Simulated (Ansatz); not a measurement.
**Cold compression of Ni (beta tin type)**

```xyz
2
Lattice="-2.2290 2.2290 1.2102 2.2290 -2.2290 1.2102 2.2290 2.2290 -1.2102" Properties=species:S:1:pos:R:3 pbc="T T T"
Ni    0.0000   -1.1145   -0.3025
Ni    0.0000    1.1145    0.3025
```

The cell comes from a relaxation on PAW files under the same functional, begun from a prototype that needn't be the stable phase.

Its volume is scaled, and at each volume shape and atoms are relaxed on PAW files; all methods then take that cell.

Computed with Ansatz 0.2.0; functional PBE, scalar-relativistic. Settings: a Γ-centred 20×20×20 k mesh, Fermi–Dirac smearing of 0.1 eV, spin-polarised from start moments Ni1 1, Ni2 1 μB. Methods: LAPW: all electrons, basis error target 1 meV/atom; PAW: frozen-core files, cutoff 420 eV; norm-conserving: pseudopotentials, cutoff 1400 eV.

Energies are extrapolated to zero smearing and count from the unscaled cell; pressure is positive in compression; gaps take the mesh and a band path. No temperature or zero-point motion is included.

The magnetic state is the one reached from the start moments; other orders weren't searched.

```json
{"V/V0": "1.00", "V (Å³/atom)": "12.03", "P LAPW (GPa)": "-0.01", "ΔE LAPW (eV/atom)": "0.000", "P PAW − LAPW (GPa)": "0.00", "ΔE PAW − LAPW (meV/atom)": "0.0", "moment (μB/cell)": "1.28", "space group": "I4_1/amd", "shortest distance (Å)": "2.310"}
{"V/V0": "0.95", "V (Å³/atom)": "11.42", "P LAPW (GPa)": "9.02", "ΔE LAPW (eV/atom)": "0.016", "P PAW − LAPW (GPa)": "-0.02", "ΔE PAW − LAPW (meV/atom)": "0.0", "moment (μB/cell)": "1.17", "space group": "I4_1/amd", "shortest distance (Å)": "2.271"}
{"V/V0": "0.85", "V (Å³/atom)": "10.22", "P LAPW (GPa)": "?", "ΔE LAPW (eV/atom)": "0.175", "P PAW − LAPW (GPa)": "-0.07", "ΔE PAW − LAPW (meV/atom)": "-0.6", "moment (μB/cell)": "0.00", "space group": "I4_1/amd", "shortest distance (Å)": "2.189"}
{"V/V0": "0.75", "V (Å³/atom)": "9.02", "P LAPW (GPa)": "88.8", "ΔE LAPW (eV/atom)": "0.619", "P PAW − LAPW (GPa)": "-0.22", "ΔE PAW − LAPW (meV/atom)": "-1.6", "moment (μB/cell)": "0.00", "space group": "I4_1/amd", "shortest distance (Å)": "?"}
{"V/V0": "0.65", "V (Å³/atom)": "7.82", "P LAPW (GPa)": "188.8", "ΔE LAPW (eV/atom)": "1.615", "P PAW − LAPW (GPa)": "-0.44", "ΔE PAW − LAPW (meV/atom)": "-4.1", "moment (μB/cell)": "0.00", "space group": "I4_1/amd", "shortest distance (Å)": "2.002"}
```

Problem. Give the missing entry: row "0.85", column "P LAPW (GPa)".

Solution. 36.1.

Problem. Give the missing entry: row "0.75", column "shortest distance (Å)".

Solution. 2.100.

Problem. At the smallest volume, how far does norm-conserving lie from LAPW in pressure?

Solution. norm-conserving: +0.58 GPa, on a LAPW pressure of 188.8 GPa.

Problem. How do the Löwdin populations by LAPW change from the unscaled cell to the last row?

Solution. Ni 4s 0.97 → 0.93, Ni 3d 8.83 → 8.90 electrons an atom. These are projections on the shells that the free atoms fill; 0.42 e a cell lies outside them at the start and 0.40 e at the end.

Problem. Where is the magnetism lost?

Solution. By V/V0 = 0.85 (36.1 GPa) the moment has died away, since the bands widen under compression.
